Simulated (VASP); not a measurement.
# InP (F-43m) in VASP: further runs, part 2 of 2

VASP 6.6.1. The steps go on from the part before.

### Step 5. Relaxation of the atoms, PBE (a relaxed cell with its volume scaled by 0.96)

Contents of INCAR:

```
PREC = Accurate ; ENCUT = 600
EDIFF = 1E-7 ; ISMEAR = 0
SIGMA = 0.03 ; LREAL = False
LASPH = True ; NELM = 80
ALGO = Fast ; ISIF = 2
LWAVE = False ; LCHARG = False
GGA = PE ; IBRION = 2
NSW = 40 ; EDIFFG = -0.01
```

Contents of KPOINTS:

```
Automatic mesh
0
Gamma
  8 8 8
```

Contents of POSCAR:

```
InP                                     
1.0
    0.0000000000      2.9388900504      2.9388900504
    2.9388900504      0.0000000000      2.9388900504
    2.9388900504      2.9388900504      0.0000000000
  In              P             
     1     1
Direct
     0.0000000000000000    0.0000000000000000    0.0000000000000000
     0.2500000000000000    0.2500000000000000    0.2500000000000000
```

Potentials or basis: VASP PAW PBE potentials, release 64 (In_d, P).

Run with:

```
$ cat potpaw_PBE.64/In_d/POTCAR potpaw_PBE.64/P/POTCAR > POTCAR
$ mpirun -np 1 vasp_std > vasp.out
```

OUTCAR:

```text
PREC = Accurate
   ENCUT = 600
   EDIFF = 1E-7
   ISMEAR = 0
   LREAL = False
   LASPH = True
   NELM = 80
   ISIF = 2
   GGA = PE
   IBRION = 2
   NSW = 40
   EDIFFG = -0.01

 ion  position               nearest neighbor table
   1  0.000  0.000  0.000-   2 2.55   2 2.55   2 2.55   2 2.55
   2  0.250  0.250  0.250-   1 2.55   1 2.55   1 2.55   1 2.55

  LATTYP: Found a face centered cubic cell.
 ALAT       =     5.8777801008

  Lattice vectors:

 A1 = (   0.0000000000,   2.9388900504,   2.9388900504)
 A2 = (   2.9388900504,   0.0000000000,   2.9388900504)
 A3 = (   2.9388900504,   2.9388900504,   0.0000000000)

Analysis of symmetry for initial positions (statically):
=====================================================================
 Subroutine PRICEL returns:
 Original cell was already a primitive cell.

 Routine SETGRP: Setting up the symmetry group for a
 face centered cubic supercell.

 Subroutine GETGRP returns: Found 24 space group operations
 (whereof 24 operations were pure point group operations)
[... 181 lines left out ...]
      5      -8.9258      2.00000
      6      -6.3628      2.00000
      7       5.0960      2.00000
      8       5.0960      2.00000
      9       5.0960      2.00000
     10       5.7611      0.00000
     11       9.1880      0.00000
     12       9.1880      0.00000
     13       9.1880      0.00000
[... 354 lines left out ...]
  band No.  band energies     occupation
      1      -9.2024      2.00000
      2      -9.0264      2.00000
      3      -9.0070      2.00000
      4      -8.9309      2.00000
      5      -8.9131      2.00000
      6      -4.3540      2.00000
      7      -0.4064      2.00000
      8       2.4343      2.00000
      9       3.4860      2.00000
     10       8.2432      0.00000
     11       9.2838      0.00000
     12      10.9584      0.00000
     13      12.3054      0.00000

 [... further k-points ...]

------------------------ aborting loop because EDIFF is reached ----------------------------------------

  FORCE on cell =-STRESS in cart. coord.  units (eV):
  Direction    XX          YY          ZZ          XY          YZ          ZX
  --------------------------------------------------------------------------------------
  -------------------------------------------------------------------------------------
  Total        0.8520646      0.8520646      0.8520646      0.0000000      0.0000000     -0.0000000
  in kB       26.8907595     26.8907595     26.8907595      0.0000000      0.0000000     -0.0000000
  external PRESSURE =      26.8907595 kB  Pullay stress =       0.0000000 kB

 VOLUME and BASIS-vectors are now :
 -----------------------------------------------------------------------------
  energy-cutoff  :      600.00
  volume of cell :       50.77
      direct lattice vectors                 reciprocal lattice vectors
     0.000000000  2.938890050  2.938890050    -0.170132258  0.170132258  0.170132258
     2.938890050  0.000000000  2.938890050     0.170132258 -0.170132258  0.170132258
     2.938890050  2.938890050  0.000000000     0.170132258  0.170132258 -0.170132258

 POSITION                                       TOTAL-FORCE (eV/Angst)
 -----------------------------------------------------------------------------------
      0.00000      0.00000      0.00000        -0.000000     -0.000000     -0.000000
      1.46945      1.46945      1.46945         0.000000      0.000000      0.000000
 -----------------------------------------------------------------------------------
    total drift:                               -0.000000     -0.000000     -0.000000

  FREE ENERGIE OF THE ION-ELECTRON SYSTEM (eV)
  ---------------------------------------------------
  free  energy   TOTEN  =        -8.3890177933 eV

  energy  without entropy=       -8.3890177933  energy(sigma->0) =       -8.38901779

 reached required accuracy - stopping structural energy minimisation
```

CONTCAR:

```text
InP
   1.00000000000000
     0.0000000000000000    2.9388900504000000    2.9388900504000000
     2.9388900504000000    0.0000000000000000    2.9388900504000000
     2.9388900504000000    2.9388900504000000    0.0000000000000000
  In              P
     1     1
Direct
     0.0000000000000000    0.0000000000000000    0.0000000000000000
     0.2500000000000000    0.2500000000000000    0.2500000000000000

  0.00000000E+00  0.00000000E+00  0.00000000E+00
  0.00000000E+00  0.00000000E+00  0.00000000E+00
```

Wall time 54 s (1 thread of Intel Xeon Platinum 8375C at 2.90GHz (Ice Lake), shared host); peak memory 0.21 GiB.

What came out:

- Free energy: -8.3890 eV
- Pressure after relaxing: 2.7 GPa
- Band gap on the k mesh: 0.67 eV, direct

Final structure:
```
In P
1.0
     0.00000    2.93889    2.93889
     2.93889    0.00000    2.93889
     2.93889    2.93889    0.00000
In P
1 1
Direct
  0.00000 0.00000 0.00000
  0.25000 0.25000 0.25000
```

Levels at points of the mesh, in eV from the valence-band top:
| k point | band 7 | band 8 | band 9 | band 10 | band 11 | band 12 |
| --- | --- | --- | --- | --- | --- | --- |
| (0.00, 0.00, 0.00) | 0.00 | 0.00 | 0.00 | 0.67 | 4.09 | 4.09 |
| (0.50, 0.00, 0.00) | -5.68 | -0.96 | -0.96 | 1.48 | 4.81 | 4.81 |
| (0.50, 0.50, 0.00) | -5.71 | -2.29 | -2.29 | 1.78 | 2.27 | 9.16 |

Caveat: the relaxation stopped at its first step, so nothing moved; spin-orbit coupling is left out, which moves the levels of the heavy elements.

### Step 6. Relaxation of the atoms, PBE (a relaxed cell with its volume scaled by 0.98)

INCAR is that of step 5.

KPOINTS is that of step 5.

Contents of POSCAR:

```
InP                                     
1.0
    0.0000000000      2.9591588982      2.9591588982
    2.9591588982      0.0000000000      2.9591588982
    2.9591588982      2.9591588982      0.0000000000
  In              P             
     1     1
Direct
     0.0000000000000000    0.0000000000000000    0.0000000000000000
     0.2500000000000000    0.2500000000000000    0.2500000000000000
```

Potentials or basis: VASP PAW PBE potentials, release 64 (In_d, P).

Run with:

```
$ cat potpaw_PBE.64/In_d/POTCAR potpaw_PBE.64/P/POTCAR > POTCAR
$ mpirun -np 1 vasp_std > vasp.out
```

OUTCAR:

```text
PREC = Accurate
   ENCUT = 600
   EDIFF = 1E-7
   ISMEAR = 0
   LREAL = False
   LASPH = True
   NELM = 80
   ISIF = 2
   GGA = PE
   IBRION = 2
   NSW = 40
   EDIFFG = -0.01

 ion  position               nearest neighbor table
   1  0.000  0.000  0.000-   2 2.56   2 2.56   2 2.56   2 2.56
   2  0.250  0.250  0.250-   1 2.56   1 2.56   1 2.56   1 2.56

  LATTYP: Found a face centered cubic cell.
 ALAT       =     5.9183177964

  Lattice vectors:

 A1 = (   0.0000000000,   2.9591588982,   2.9591588982)
 A2 = (   2.9591588982,   0.0000000000,   2.9591588982)
 A3 = (   2.9591588982,   2.9591588982,   0.0000000000)

Analysis of symmetry for initial positions (statically):
=====================================================================
 Subroutine PRICEL returns:
 Original cell was already a primitive cell.

 Routine SETGRP: Setting up the symmetry group for a
 face centered cubic supercell.

 Subroutine GETGRP returns: Found 24 space group operations
 (whereof 24 operations were pure point group operations)
 out of a pool of 48 trial point group operations.

The static configuration has the point symmetry T_d .

Analysis of symmetry for dynamics (positions and initial velocities):
=====================================================================
 Subroutine PRICEL returns:
 Original cell was already a primitive cell.

 Routine SETGRP: Setting up the symmetry group for a
 face centered cubic supercell.

 Subroutine GETGRP returns: Found 24 space group operations
 (whereof 24 operations were pure point group operations)
 out of a pool of 48 trial point group operations.

The dynamic configuration has the point symmetry T_d .

 Subroutine INISYM returns: Found 24 space group operations
 (whereof 24 operations are pure point group operations),
 and found     1 'primitive' translations

----------------------------------------------------------------------------------------

[... 123 lines left out ...]
 conjugate gradient relaxation of ions
 non-spin polarized calculation
 RMM-DIIS sequential band-by-band and
 Gauss-broadening in eV      SIGMA  =   0.03
  energy-cutoff  :      600.00
  volume of cell :       51.82
 maximum number of plane-waves:      1759
 NGX is ok and might be reduce to    36
   NGX = 17   NGY = 17   NGZ = 17

 number of electron      17.9999998 magnetization

 Free energy of the ion-electron system (eV)
  ---------------------------------------------------
  ext. energy  EPLUGINS =         0.00000000
  ---------------------------------------------------
  free energy    TOTEN  =        -8.40205912 eV

  energy without entropy =       -8.40205912  energy(sigma->0) =       -8.40205912

 E-fermi :   5.0431     XC(G=0):  -9.1536

 val. band max:        4.8753563303   @ k =   0.0000   0.0000   0.0000
 cond. band min:       5.4276368918   @ k =   0.0000   0.0000   0.0000
 fundamental gap:      0.5522805615
 Fermi energy:         5.0430967398

 k-point     1 :       0.0000    0.0000    0.0000
  band No.  band energies     occupation
      1      -9.2566      2.00000
      2      -9.2566      2.00000
      3      -9.2566      2.00000
      4      -9.1187      2.00000
      5      -9.1187      2.00000
      6      -6.4459      2.00000
      7       4.8754      2.00000
      8       4.8754      2.00000
      9       4.8754      2.00000
     10       5.4276      0.00000
     11       8.9662      0.00000
     12       8.9662      0.00000
     13       8.9662      0.00000
[... 354 lines left out ...]
  band No.  band energies     occupation
      1      -9.3755      2.00000
      2      -9.2126      2.00000
      3      -9.1946      2.00000
      4      -9.1233      2.00000
      5      -9.1068      2.00000
      6      -4.5150      2.00000
      7      -0.5357      2.00000
      8       2.2829      2.00000
      9       3.3155      2.00000
     10       7.9602      0.00000
     11       9.0741      0.00000
     12      10.6924      0.00000
     13      12.0184      0.00000

 [... further k-points ...]

------------------------ aborting loop because EDIFF is reached ----------------------------------------

  FORCE on cell =-STRESS in cart. coord.  units (eV):
  Direction    XX          YY          ZZ          XY          YZ          ZX
  --------------------------------------------------------------------------------------
  -------------------------------------------------------------------------------------
  Total        0.4141862      0.4141862      0.4141862      0.0000000      0.0000000     -0.0000000
  in kB       12.8047572     12.8047572     12.8047572      0.0000000      0.0000000     -0.0000000
  external PRESSURE =      12.8047572 kB  Pullay stress =       0.0000000 kB

 VOLUME and BASIS-vectors are now :
 -----------------------------------------------------------------------------
  energy-cutoff  :      600.00
  volume of cell :       51.82
      direct lattice vectors                 reciprocal lattice vectors
     0.000000000  2.959158898  2.959158898    -0.168966932  0.168966932  0.168966932
     2.959158898  0.000000000  2.959158898     0.168966932 -0.168966932  0.168966932
     2.959158898  2.959158898  0.000000000     0.168966932  0.168966932 -0.168966932

 POSITION                                       TOTAL-FORCE (eV/Angst)
 -----------------------------------------------------------------------------------
      0.00000      0.00000      0.00000        -0.000000     -0.000000     -0.000000
      1.47958      1.47958      1.47958         0.000000      0.000000      0.000000
 -----------------------------------------------------------------------------------
    total drift:                               -0.000000     -0.000000     -0.000000

  FREE ENERGIE OF THE ION-ELECTRON SYSTEM (eV)
  ---------------------------------------------------
  free  energy   TOTEN  =        -8.4020591217 eV

  energy  without entropy=       -8.4020591217  energy(sigma->0) =       -8.40205912

 reached required accuracy - stopping structural energy minimisation
```

CONTCAR:

```text
InP
   1.00000000000000
     0.0000000000000000    2.9591588982000001    2.9591588982000001
     2.9591588982000001    0.0000000000000000    2.9591588982000001
     2.9591588982000001    2.9591588982000001    0.0000000000000000
  In              P
     1     1
Direct
     0.0000000000000000    0.0000000000000000    0.0000000000000000
     0.2500000000000000    0.2500000000000000    0.2500000000000000

  0.00000000E+00  0.00000000E+00  0.00000000E+00
  0.00000000E+00  0.00000000E+00  0.00000000E+00
```

Run time: 55 s. Hardware: 1 thread of Intel Xeon Platinum 8375C at 2.90GHz (Ice Lake), shared host; peak memory 0.21 GiB.

What came out:

- Free energy: -8.4021 eV
- Pressure after relaxing: 1.3 GPa
- Band gap on the k mesh: 0.55 eV, direct

Final structure:
```
In P
1.0
     0.00000    2.95916    2.95916
     2.95916    0.00000    2.95916
     2.95916    2.95916    0.00000
In P
1 1
Direct
  0.00000 0.00000 0.00000
  0.25000 0.25000 0.25000
```

Caveat: the relaxation stopped at its first step, so nothing moved; spin-orbit coupling is left out, which moves the levels of the heavy elements.

### Step 7. Summary

```csv
task,cell,gap on the mesh (eV),pressure (GPa)
relaxation of cell and atoms,relaxed,0.44,0.0
relaxation of the atoms,atoms relaxed from: a relaxed cell with its volume scaled by 0.94,0.78,4.3
relaxation of the atoms,atoms relaxed from: a relaxed cell with its volume scaled by 0.96,0.67,2.7
relaxation of the atoms,atoms relaxed from: a relaxed cell with its volume scaled by 0.98,0.55,1.3
```

Alike in all rows: level PBE; potentials or basis VASP PAW PBE potentials, release 64 (In_d, P); no spin polarisation; k mesh 8 × 8 × 8; cutoff (eV) 600; smearing gaussian 0.03 eV.

Caveats: the relaxation stopped at its first step, so nothing moved; spin-orbit coupling is left out, which moves the levels of the heavy elements.

Absolute energies hang on the potentials; compare differences alone.
